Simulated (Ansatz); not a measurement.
## Structure relaxation of Hf

Method: DFT PBE, scalar-relativistic, plane waves, PAW in Ansatz. Cutoff 420 eV, Γ-centred k mesh, Gaussian smearing, no spin polarisation in the final step.

A relaxed cell is given with its space group left out.

```xyz
3
Lattice="4.9939 0.0000 0.0000 -2.4969 4.3248 0.0000 0.0000 0.0000 3.0992" Properties=species:S:1:pos:R:3 pbc="T T T"
Hf    2.4969    1.4416    1.5496
Hf    0.0000    2.8832    1.5496
Hf    0.0000    0.0000    0.0000
```

Energies count from the standard state of Hf at the same level.

**Question.** What space group does it have?

**Answer.** P6/mmm (No. 191). Conventional cell: a = 4.994 Å, c = 3.099 Å. Around Hf on Wyckoff site d (2 atoms of the primitive cell) lie 3 Hf at 2.88 Å, 2 Hf at 3.10 Å and 6 Hf at 3.27 Å; around Hf on Wyckoff site a (1 atom of the primitive cell) lie 14 Hf at 3.10–3.27 Å.

**Question.** How far above the standard state of Hf does it lie?

**Answer.** 0.04 eV/atom.

**Question.** Is it a metal?

**Answer.** Yes, bands cross the Fermi level on the 12×12×16 mesh.

The final run used a 12×12×16 mesh on its 3-atom cell and 0.10 eV smearing. For metals, differences of a few meV/atom aren't resolved. Spin–orbit coupling is left out.

This form isn't the element's structure at ambient conditions.